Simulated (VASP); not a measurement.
W3C, 4 atoms in the cell. The cell holds a slab with vacuum, 4 atoms: a = 2.855 Å, b = 2.855 Å, c = 21.697 Å, α = 90.00°, β = 90.00°, γ = 120.00°.  The cell isn't the ideal one: C at 3/9 of the long diagonal of the hexagonal surface cell, 1.27 Å above the top plane.

```yaml
Program: VASP 6.6.1
Task: single point
Functional: PBE
Potentials_or_basis: VASP PAW PBE potentials, release 64 (W_sv, C)
Cutoff: 520 eV
k_mesh: 9 × 9 × 1
Occupations: gaussian, width 0.1 eV
Spin: no spin polarisation
Dipole_correction: yes
Further_INCAR_settings: ALGO = Normal; EDIFF = 1e-06; NBANDS = 31
```

Potentials or basis: VASP PAW PBE potentials, release 64 (W_sv, C).

The run is started by

```bash
$ cat potpaw_PBE.64/W_sv/POTCAR potpaw_PBE.64/C/POTCAR > POTCAR
$ mpirun -np 1 vasp_std > vasp.out
```

Hardware: 1 thread of AMD EPYC 7R43 64-Core Processor (Zen 3), on a shared host.

**Question.** Estimate the wall time of this run.

**Answer.** Wall time 3.2 min on 1 thread of AMD EPYC 7R43 64-Core Processor (Zen 3), on a shared host, peak memory 0.27 GiB. Counts: scf iterations 32, k points 12.
